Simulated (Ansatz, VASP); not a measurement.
# Two plane-wave programs on Al2Cu

Contents of INCAR:

```
  ALGO = Normal
  EDIFF = 1E-7
  ENCUT = 520
  GGA = PS
  ISIF = 2
  ISMEAR = 0
  LASPH = True
  LCHARG = False
  LREAL = False
  LWAVE = False
  NBANDS = 16
  NELM = 60
  PREC = Accurate
  SIGMA = 0.15
```

The input KPOINTS:

```
k-points
0
Gamma
  10 10 14
```

POSCAR

```
Al2Cu
1.0
    4.1317889166      0.0000000000      0.0000000000
    0.0000000000      4.1317889166      0.0000000000
    0.0000000000      0.0000000000      2.7795850418
Al Cu
2 1
Direct
    0.5000000000      0.0000000000      0.5000000000
    0.0000000000      0.5000000000      0.5000000000
    0.0000000000      0.0000000000      0.0000000000
```

Input for Ansatz:

```yaml
crystal:
  lattice:
    - [4.1317889166, 0.0, 0.0]
    - [0.0, 4.1317889166, 0.0]
    - [0.0, 0.0, 2.7795850418]
  atoms:
    - { symbol: Al, position: [0.5, 0.0, 0.5] }
    - { symbol: Al, position: [0.0, 0.5, 0.5] }
    - { symbol: Cu, position: [0.0, 0.0, 0.0] }
basis:
  ecutwfc: 520.0
kpoints:
  mp_grid: { grid: [10, 10, 14] }
hamiltonian:
  xc: pbesol
  pseudopotentials: { kind: paw, azcp: { folder: soft_1 } }
scf:
  occupations: { method: gaussian, width: 0.15 }
output:
  forces: true
  stress: true
  eigenvalues: true
```

Change from the starting cell: mode 4 frozen in at +0.000 Å, strain +e along z and -e/2 along x and y -0.0233.

Alike in both runs: task single point; functional PBEsol; k mesh 10 × 10 × 14; occupations gaussian, width 0.15 eV; no spin polarisation.

|  | VASP | Ansatz |
| --- | --- | --- |
| version | VASP 6.6.1 | Ansatz 0.2.0 |
| potentials or method | VASP PAW PBE potentials, release 64 (Al, Cu) | scalar-relativistic, plane waves, PAW |
| plane-wave cutoff (eV) | 520 | 520 |
| valence electrons in the cell | 17 | 25 |

VASP gave:

- gap on the k mesh at the Fermi level (eV): none
- pressure (GPa): 0.6
- largest component of the traceless stress (GPa): 1.87

**Question.** Estimate Ansatz's values.

**Answer.** gap on the k mesh at the Fermi level (eV): none; pressure (GPa): 0.3; largest component of the traceless stress (GPa): 1.91.

A gap of «none» marks a metal or a gap that the smearing closes. The two sets of potentials don't hold the same shells in valence. Ansatz warned: «pseudo_functional_mismatch».

Caveats: the PAW data sets were made with another functional, which shifts forces and pressure a little (VASP).
